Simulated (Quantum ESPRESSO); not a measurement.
# SiC (001), wurtzite: the electronic dielectric constant against in-plane strain

How does ε∞, from linear response (ph.x, fixed occupations, ions clamped), follow the in-plane strain?

Calculated with Quantum ESPRESSO 7.5, PBEsol, GBRV 1.5 ultrasoft potentials, cutoff 680 eV, Fermi–Dirac smearing 0.02 eV, k-mesh 10×10×6, no spin polarisation, no spin-orbit coupling.

| in-plane strain (%) | V (Å³/atom) | ε_xx | ε_yy | ε_zz | mean | gap (eV) |
| --- | --- | --- | --- | --- | --- | --- |
| −3 | 9.795 | 6.895 | 6.895 | 7.464 | 7.085 | 1.689 |
| −1 | 10.156 | 6.974 | 6.974 | 7.400 | 7.116 | 1.992 |
| 0 | 10.341 | 7.030 | 7.030 | 7.380 | 7.147 | 2.123 |
| 1 | 10.527 | 7.097 | 7.097 | 7.365 | 7.186 | 2.243 |
| 2 | 10.716 | 7.175 | 7.175 | 7.357 | 7.236 | 2.260 |
| 3 | 10.906 | 7.264 | 7.264 | 7.354 | 7.294 | 2.200 |

**Question.** Give the mean ε∞ and the long-wavelength refractive index at x = -2, a row left out above (x is the first column).

Least squares with ε = e0 + e1 x + e2 x² gives e0 = 7.1466, e1 = 0.0349 and e2 = 0.004774. At x = -2 this is 7.096, so n = √ε = 2.664 as an average over directions. The run itself gives 7.095, so the estimate misses by 0.001, a rounding's worth.

Along the table the mean ε∞ doesn't follow the smallest gap simply. Semilocal functionals tend to give ε∞ too large, the k-mesh wasn't converged for it (a zone-centred mesh of this size overestimates it where the gap is small), and polar lattice vibrations add to the static constant, which isn't calculated here.
